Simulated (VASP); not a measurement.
A run of VASP 6.6.1 is set up as follows.

INCAR

```
  PREC = Accurate
  ENCUT = 600
  EDIFF = 1E-7
  ISMEAR = 0
  SIGMA = 0.1
  LREAL = F
  LASPH = T
  NELM = 80
  ALGO = Fast
  ISIF = 3
  LWAVE = F
  LCHARG = F
  GGA = PE
  IVDW = 12
  IBRION = 2
  NSW = 90
  EDIFFG = -0.005
```

The input KPOINTS:

```
regular mesh
0
Gamma
  18 18 18
```

The input POSCAR:

```
Pt
1.0
   -1.5570610900      1.5570610900      1.5570610900
    1.5570610900     -1.5570610900      1.5570610900
    1.5570610900      1.5570610900     -1.5570610900
Pt
1
Direct
    0.0000000000      0.0000000000      0.0000000000
```

Potentials or basis: VASP PAW PBE potentials, release 64 (Pt).

The run is started by

```bash
$ cat potpaw_PBE.64/Pt/POTCAR > POTCAR
$ mpirun -np 1 vasp_std > vasp.out
```

Problem. What does it give for the band gap on the k mesh?

Solution. None (metal or under the smearing width).

Problem. Estimate the space group after relaxing (to 0.05 Å).

Solution. Im-3m (No. 229).

Problem. Predict the relaxed volume.

Solution. 15.30 Å³/atom.

Problem. Estimate the relaxed cell.

Solution. a = 2.709 Å, b = 2.709 Å, c = 2.709 Å, α = 109.47°, β = 109.47°, γ = 109.47°.

Final structure:
```
Pt
1.0
    -1.56384    1.56384    1.56384
     1.56384   -1.56384    1.56384
     1.56384    1.56384   -1.56384
Pt
1
Cartesian
  0.0000 0.0000 0.0000
```

Caveat: pairwise dispersion overbinds metals, which lowers pressure and volume. The run has no spin-orbit coupling, so splittings on Pt are missing.
